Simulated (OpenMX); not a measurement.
Crystal: Zr.

```
Zr
1.0
     3.23200    0.00000    0.00000
    -1.61600    2.79899    0.00000
     0.00000    0.00000    5.14700
Zr
2
Direct
  0.66667 0.33333 0.75000
  0.33333 0.66667 0.25000
```

Base run:

| Item | Value |
| --- | --- |
| Program | OpenMX 3.8.5 |
| Functional | PBE |
| Potentials or basis | OpenMX 2013 PBE set, Zr7.0-s3p2d2, grid cutoff 400 Ry |
| k mesh | 9 × 9 × 5 |
| Occupations | fermi-dirac, width 0.05 eV |
| Spin | no spin polarisation |

Its results: pressure 1.4 GPa; largest force 0.007 eV/Å.

Task: After a change of settings the same cell gave: pressure -5.1 GPa; largest force 0.006 eV/Å. Which change was it?
A. functional from PBE to LDA; potentials or basis from OpenMX 2013 PBE set, Zr7.0-s3p2d2, grid cutoff 400 Ry to OpenMX 2013 LDA set, Zr7.0-s3p2d2, grid cutoff 400 Ry
B. potentials or basis from OpenMX 2013 PBE set, Zr7.0-s3p2d2, grid cutoff 400 Ry to OpenMX 2013 PBE set, Zr7.0-s3p2d2, grid cutoff 350 Ry
C. potentials or basis from OpenMX 2013 PBE set, Zr7.0-s3p2d2, grid cutoff 400 Ry to OpenMX 2013 PBE set, Zr7.0-s3p2d2f1, grid cutoff 400 Ry

Result: A.

Caveats: the basis of atomic orbitals isn't converged, which shifts pressures, moduli and gaps.

Not every run made on this cell is shown here.
